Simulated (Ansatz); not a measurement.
## A series in volume scale on Ag

All results are calculated (Ansatz 0.2.0). Plane-wave DFT, scalar-relativistic PAW made under PBE with cores redone for the functional, no dispersion; the given relaxed cell is scaled uniformly, energy at zero smearing counts from the unscaled cell, pressure at the given Fermi-Dirac smearing is positive in compression.

The cell before it is scaled or strained (space group Pm-3m, No. 221):
```
CELL_PARAMETERS angstrom
2.80030 0.00000 0.00000
0.00000 2.80030 0.00000
0.00000 0.00000 2.80030
ATOMIC_POSITIONS crystal
Ag 0.00000 0.00000 0.00000
```

Settings of every row: spin polarised no; functional RPBE; wave cutoff 420 eV; smearing width 0.1 eV; k mesh 13x13x13.

Atom starting moment: 0 on all atoms.

Limits: the cell comes from a prototype or a list of computed structures and needn't be the stable phase.

```csv
row,volume scale,V (Å³/atom),energy change per atom (meV),pressure (GPa)
1,0.88,19.324,67.92,9.69
2,0.92,20.202,26.78,5.51
3,0.96,21.081,5.75,2.33
4,1.04,22.837,5.86,-1.92
5,1.08,23.716,?,?
6,1.12,24.594,41.71,-4.32
```

Question: what energy change per atom and pressure should row 5 give?

Worked fit of energy change per atom. Take u = (V_r/V)^(2/3) − 1 with V_r = 21.081 Å³ an atom, which is twice the finite (Eulerian) strain; such expansions in the strain, on which the Birch-Murnaghan equation of state is built, carry the rest volume and the bulk modulus. The shown rows have u = 0.05973, 0.0288, 0, -0.05194, -0.09765. Least squares give energy change per atom = 6.278 + 492.73 × u + 8822.1 × u² meV; a straight line predicts inner rows, each left out in turn, worse (root mean square 25 against 1.8 meV). The rows lie off it by 0.74, -1.01, -0.53, 1.37, -0.58 (root mean square 0.9 meV). The withheld row has u = -0.07552, so the fit gives 6.278 + 492.73 × (-0.07552) + 8822.1 × (-0.07552)² = 19.38 meV.

The calculation gave 20.5 meV. The fit lies 1.12 meV (5.5 % of the value, 1.8 % of the column's range) below it; its largest miss of a shown row is 1.37 meV.

Worked fit of pressure. Take u = (V_r/V)^(2/3) − 1 with V_r = 21.081 Å³ an atom, which is twice the finite (Eulerian) strain; such expansions in the strain, on which the Birch-Murnaghan equation of state is built, carry the rest volume and the bulk modulus. The shown rows have u = 0.05973, 0.0288, 0, -0.05194, -0.09765. Least squares give pressure = 2.356 + 101.59 × u + 343.4 × u² GPa; a straight line predicts inner rows, each left out in turn, worse (root mean square 0.97 against 0.096 GPa). The rows lie off it by 0.04, -0.06, -0.03, 0.07, -0.03 (root mean square 0.049 GPa). The withheld row has u = -0.07552, so the fit gives 2.356 + 101.59 × (-0.07552) + 343.4 × (-0.07552)² = -3.36 GPa.

The calculation gave -3.3 GPa. The fit lies 0.06 GPa (1.8 % of the value, 0.43 % of the column's range) below it; its largest miss of a shown row is 0.07 GPa.
